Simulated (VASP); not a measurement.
# CdTe: from the relaxed cell to its vibrations, part 2 of 2

What lattice, stiffness and vibrations does CdTe have at one level of theory? The starting structure is a measured crystal structure from the Crystallography Open Database. All runs use LDA.

VASP 6.6.1.

So far. Step 3 (Elastic constants): The elastic tensor has C11 = 58.6, C12 = 40.1, C44 = 21.6 GPa; its Hill averages are a bulk modulus of 46.3 and a shear modulus of 15.4 GPa. Step 4 (Modes of the relaxed cell): The zone-centre modes at 33.097 Å³ an atom are T2 148.4 cm⁻¹.

## 5. Modes at 0.97 of that volume

Level of this step: LDA; plane waves and PAW (Te, Cd) (VASP).

Shape and positions were first relaxed at this volume, in a run that isn't shown.

INCAR reads:

```
SYSTEM = CdTe
PREC = Accurate
ENCUT = 500
EDIFF = 1E-08
NELM = 100
ISMEAR = 0
SIGMA = 0.03
LREAL = .FALSE.
ALGO = Normal
GGA = CA
NBANDS = 15
LORBIT = 11
LWAVE = .FALSE.
LCHARG = .FALSE.
KPAR = 4
IBRION = 8
LEPSILON = .TRUE.
LPEAD = .TRUE.
ISIF = 2
```

POSCAR reads:

```
CdTe
1.0
    0.0000000000      3.1782534909      3.1782534909
    3.1782534909      0.0000000000      3.1782534909
    3.1782534909      3.1782534909      0.0000000000
Te Cd
1 1
Direct
    0.7500000000      0.7500000000      0.7500000000
    0.0000000000      0.0000000000      0.0000000000
```

KPOINTS reads:

```
Automatic mesh
0
Gamma
12 12 12
0 0 0
```

The projector-augmented-wave data sets are Te and Cd (LDA family, release 64).

The run is started by

```bash
mpirun -np 4 vasp_std
```

Log:

```text
[... set-up lines as in an earlier step ...]
 entering main loop
       N       E                     dE             d eps       ncg     rms          rms(c)
DAV:   1     0.101589861942E+03    0.10159E+03   -0.82917E+03  2168   0.102E+03
DAV:   2    -0.252797896217E+01   -0.10412E+03   -0.99434E+02  2538   0.250E+02
DAV:   3    -0.625116054147E+01   -0.37232E+01   -0.37162E+01  2608   0.496E+01
DAV:   4    -0.628605163014E+01   -0.34891E-01   -0.34889E-01  3287   0.429E+00
[...]
DAV:  12    -0.604332982069E+01    0.97063E-06   -0.20646E-06  2447   0.139E-02    0.150E-02
DAV:  13    -0.604332974867E+01    0.72011E-07   -0.71655E-07  2650   0.474E-03    0.255E-03
DAV:  14    -0.604332974736E+01    0.13131E-08   -0.38611E-08  2783   0.192E-03
   1 F= -.60433297E+01 E0= -.60433297E+01  d E =-.463228E-18
 Linear response reoptimize wavefunctions to high precision
DAV:   1    -0.604332974574E+01    0.16237E-08   -0.56319E-09  2433   0.779E-04
DAV:   2    -0.604332974572E+01    0.18190E-10   -0.39023E-10  1437   0.131E-04
 Linear response to external field (no local field effect), progress :
[...]
RMM:  11    -0.494886667012E-01   -0.63928E-08   -0.93267E-09 11499   0.263E-06    0.117E-06
 first order change of Fermi-energy   0.18126E-02
 force on displaced ion       1 direction 1 :  -5.402   0.000   0.000
 Born effective charge ion    1 direction 1 :  -2.068   0.000   0.000
 Linear response progress:
  Degree of freedom:   2/  2
       N       E                     dE             d eps       ncg     rms          rms(c)
RMM:   1    -0.432444574917E+00   -0.43244E+00   -0.22272E-01 13945   0.330E+00
RMM:   2    -0.432380713387E+00    0.63862E-04   -0.21398E-03 12713   0.352E-01    0.106E-01
RMM:   3    -0.432058362588E+00    0.32235E-03   -0.37381E-05 13743   0.441E-02    0.615E-02
RMM:   4    -0.431694063377E+00    0.36430E-03   -0.21906E-05 12504   0.290E-02    0.751E-03
[...]
RMM:  10    -0.431718285435E+00   -0.68321E-07   -0.13569E-09 14213   0.440E-05    0.483E-06
RMM:  11    -0.431718266494E+00    0.18941E-07   -0.25877E-09 14852   0.960E-06    0.873E-07
RMM:  12    -0.431718259636E+00    0.68580E-08   -0.46666E-10 11307   0.365E-06    0.291E-07
 first order change of Fermi-energy  -0.17794E-02
 force on displaced ion       2 direction 1 :  -5.417   0.000   0.000
 Born effective charge ion    2 direction 1 :   2.067   0.000   0.000
 Born effective charges drift removed
 Linear response finished
```

Run time: 3.3 min. Hardware: 4 MPI ranks of Intel Xeon 6975P-C (Granite Rapids), shared host; peak memory 3.6 GiB; 13 min of CPU time.

From OUTCAR (step 5):

```text
  Total        0.6012616      0.6012616      0.6012616     -0.0000000      0.0000000      0.0000000
  in kB       15.0030111     15.0030111     15.0030111     -0.0000000      0.0000000      0.0000000
  external PRESSURE =      15.0030111 kB  Pullay stress =       0.0000000 kB

 POSITION                                       TOTAL-FORCE (eV/Angst)
 -----------------------------------------------------------------------------------
      4.76738      4.76738      4.76738         0.000000      0.000000      0.000000
      0.00000      0.00000      0.00000        -0.000000     -0.000000     -0.000000
 -----------------------------------------------------------------------------------
    total drift:                               -0.000000     -0.000000     -0.000000

 MACROSCOPIC STATIC DIELECTRIC TENSOR (including local field effects in DFT)
 ------------------------------------------------------
           8.907808     0.000000     0.000000
           0.000000     8.907808    -0.000000
          -0.000000     0.000000     8.907808
 ------------------------------------------------------

 MACROSCOPIC STATIC DIELECTRIC TENSOR IONIC CONTRIBUTION
 ------------------------------------------------------
           2.228385     0.000000     0.000000
           0.000000     2.228385    -0.000000
           0.000000    -0.000000     2.228385
 ------------------------------------------------------

[... 1 part as in an earlier step ...]

[... 1 further part left out ...]
```

The zone-centre modes at 32.104 Å³ an atom are T2 156.9 cm⁻¹.

## 6. Modes at 1.03 of that volume

Shape and positions were first relaxed at this volume, in a run that isn't shown.

INCAR is that of step 5.

POSCAR reads:

```
CdTe
1.0
    0.0000000000      3.2424779357      3.2424779357
    3.2424779357      0.0000000000      3.2424779357
    3.2424779357      3.2424779357      0.0000000000
Te Cd
1 1
Direct
    0.7500000000      0.7500000000      0.7500000000
    0.0000000000      0.0000000000      0.0000000000
```

KPOINTS is that of step 5.

The run is started by

```bash
mpirun -np 4 vasp_std
```

Log:

```text
[... set-up lines as in an earlier step ...]
 entering main loop
       N       E                     dE             d eps       ncg     rms          rms(c)
DAV:   1     0.988704153818E+02    0.98870E+02   -0.81487E+03  2184   0.101E+03
DAV:   2    -0.250878157310E+01   -0.10138E+03   -0.96665E+02  2559   0.246E+02
DAV:   3    -0.624920770864E+01   -0.37404E+01   -0.37339E+01  2657   0.491E+01
DAV:   4    -0.628562543958E+01   -0.36418E-01   -0.36416E-01  3246   0.428E+00
[...]
DAV:  13    -0.604430231385E+01    0.45691E-07   -0.43991E-07  2678   0.292E-03    0.314E-03
DAV:  14    -0.604430230251E+01    0.11339E-07   -0.62109E-08  2762   0.286E-03    0.265E-03
DAV:  15    -0.604430230145E+01    0.10582E-08   -0.67063E-09  1423   0.669E-04
   1 F= -.60443023E+01 E0= -.60443023E+01  d E =-.961898E-13
 Linear response reoptimize wavefunctions to high precision
DAV:   1    -0.604430230117E+01    0.28535E-09   -0.17297E-09  2025   0.266E-04
DAV:   2    -0.604430230122E+01   -0.48658E-10   -0.10633E-10  1255   0.763E-05
 Linear response to external field (no local field effect), progress :
[...]
RMM:  12    -0.497440812471E-01   -0.16856E-09    0.17347E-09  9082   0.185E-06    0.182E-07
 first order change of Fermi-energy   0.53846E-03
 force on displaced ion       1 direction 1 :  -4.364   0.000   0.000
 Born effective charge ion    1 direction 1 :  -2.185   0.000   0.000
 Linear response progress:
  Degree of freedom:   2/  2
       N       E                     dE             d eps       ncg     rms          rms(c)
RMM:   1    -0.433068642277E+00   -0.43307E+00   -0.22662E-01 14028   0.328E+00
RMM:   2    -0.433150372174E+00   -0.81730E-04   -0.21406E-03 12708   0.348E-01    0.972E-02
RMM:   3    -0.432799220419E+00    0.35115E-03   -0.39458E-05 13726   0.455E-02    0.561E-02
RMM:   4    -0.432399206701E+00    0.40001E-03   -0.22607E-05 12487   0.292E-02    0.725E-03
[...]
RMM:  10    -0.432423828560E+00   -0.10141E-06    0.98811E-11 14371   0.254E-05    0.236E-06
RMM:  11    -0.432423815934E+00    0.12626E-07    0.22295E-09 14681   0.653E-06    0.835E-07
RMM:  12    -0.432423807246E+00    0.86873E-08    0.69481E-10  9307   0.347E-06    0.369E-07
 first order change of Fermi-energy  -0.40511E-03
 force on displaced ion       2 direction 1 :  -4.351  -0.000  -0.000
 Born effective charge ion    2 direction 1 :   2.183   0.000   0.000
 Born effective charges drift removed
 Linear response finished
```

It took 3.4 min on 4 MPI ranks; peak memory 3.7 GiB; 14 min of CPU time.

From OUTCAR (step 6):

```text
  Total       -0.5419098     -0.5419098     -0.5419098     -0.0000000      0.0000000     -0.0000000
  in kB      -12.7343411    -12.7343411    -12.7343411     -0.0000000      0.0000000     -0.0000000
  external PRESSURE =     -12.7343411 kB  Pullay stress =       0.0000000 kB

 POSITION                                       TOTAL-FORCE (eV/Angst)
 -----------------------------------------------------------------------------------
      4.86372      4.86372      4.86372         0.000000      0.000000      0.000000
      0.00000      0.00000      0.00000        -0.000000     -0.000000     -0.000000
 -----------------------------------------------------------------------------------
    total drift:                               -0.000000     -0.000000     -0.000000

 MACROSCOPIC STATIC DIELECTRIC TENSOR (including local field effects in DFT)
 ------------------------------------------------------
           9.270320     0.000000     0.000000
          -0.000000     9.270320    -0.000000
           0.000000     0.000000     9.270320
 ------------------------------------------------------

 MACROSCOPIC STATIC DIELECTRIC TENSOR IONIC CONTRIBUTION
 ------------------------------------------------------
           2.908278     0.000000     0.000000
           0.000000     2.908278     0.000000
           0.000000     0.000000     2.908278
 ------------------------------------------------------

[... 1 part as in an earlier step ...]

[... 1 further part left out ...]
```

The zone-centre modes at 34.090 Å³ an atom are T2 140.8 cm⁻¹.

## 7. All runs side by side

```tsv
run	volume (Å³/atom)	T2	core minutes
relaxation	33.097	-	0.2
elastic constants	33.097	-	15.6
modes of the relaxed cell	33.097	148.4	12.6
modes at 0.97 of that volume	32.104	156.9	13.1
modes at 1.03 of that volume	34.09	140.8	13.7
```

Modes are in cm⁻¹, degenerate ones as one, matched by symmetry and order. A number in brackets counts the listed modes of one symmetry from the lowest. The symmetry labels come from an automatic analysis and can be wrong where levels nearly coincide. Core minutes are wall time times ranks of the run shown, on a shared host.

## 8. What came out

```json
{
 "relaxed volume": "33.10 Å³/atom",
 "bulk modulus from two volumes": "45.8 GPa",
 "Hill shear modulus": "15.4 GPa",
 "mode T2": "148.4 cm⁻¹",
 "Grüneisen parameter of T2": "1.80"
}
```

In words: At the LDA level CdTe relaxes to 33.10 Å³ an atom. The bulk modulus is 45.8 GPa from the pressures at two volumes and 46.3 GPa as the Hill average of the elastic tensor, so the two routes agree. The mode Grüneisen parameters, from the cells at 0.97 and 1.03 of the volume, come to 1.80 (T2). The dielectric constants and Born charges in the logs aren't compared here; at a small gap they can be far off, and in a run without a gap they mean nothing. The frequencies are harmonic, and the splitting of polar modes by their long-range field is left out. All values are for a static lattice. Further runs on this material are not shown.

[Lines on the potential files, build, host, timing and source positions are cut from VASP's logs without a mark.]

[Logs are printed without paths, hosts, clocks, repeated set-up lines and the standing remarks that a program may print on its own settings, such as how far it seeks lower states.]

[Hosts, paths, dates, database ids (printed as entryN), source tags and the programs' standing remarks are cut or masked in the printed files.]
